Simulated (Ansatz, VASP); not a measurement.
# One calculation of Rh, two programs

The input INCAR:

```
SYSTEM = Rh
ALGO = Normal ; EDIFF = 1E-6
ENCUT = 520 ; ISIF = 2
ISMEAR = -1 ; LASPH = .True.
LCHARG = .True. ; LELF = .True.
LREAL = .False. ; LVHAR = .True.
LWAVE = .False. ; NBANDS = 14
NELM = 100 ; PREC = Accurate
SIGMA = 0.1
```

The input KPOINTS:

```
k-points
0
Gamma
  16 16 16
  0 0 0
```

POSCAR

```
Rh
1.0
   -1.4838548312      1.4838548312      1.4838548312
    1.4838548312     -1.4838548312      1.4838548312
    1.4838548312      1.4838548312     -1.4838548312
Rh
1
Direct
    0.0000000000      0.0000000000      0.0000000000
```

Input for Ansatz:

```yaml
crystal:
  lattice:
    - [-1.4838548312, 1.4838548312, 1.4838548312]
    - [1.4838548312, -1.4838548312, 1.4838548312]
    - [1.4838548312, 1.4838548312, -1.4838548312]
  atoms:
    - { symbol: Rh, position: [0.0, 0.0, 0.0] }
hamiltonian:
  xc: lda
  pseudopotentials:
    kind: paw
    azcp:
      Rh: "pseudopotentials/Rh.paw.azcp"
basis:
  ecutwfc: 420
  fft_grid_basis: typed
kpoints:
  mp_grid: { grid: [16, 16, 16], shift: [0, 0, 0] }
magnetization:
  spin_polarized: false
scf:
  occupations: { method: fermi_dirac, width: 0.1 }
  lower_state_search: "off"
output:
  stress: true
  write_density: true
  write_potential: true
  elf: true
  volumetric_format: npy
```

Alike in both runs: task single point; functional LDA; k mesh 16 × 16 × 16; occupations fermi-dirac, width 0.1 eV; no spin polarisation.

```csv
,VASP,Ansatz
version,VASP 6.6.1,Ansatz 0.2.0
potentials or method,"VASP PAW LDA potentials, release 64 (Rh_pv)","plane waves (420 eV) with PAW, scalar-relativistic"
plane-wave cutoff (eV),520,420
valence electrons in the cell,15,17
```

```tsv
	VASP	Ansatz	Ansatz less VASP
pressure (GPa)	14.0	13.0	-0.97
```

The two sets of potentials don't hold the same shells in valence. Ansatz warned: «pseudo_functional_mismatch».
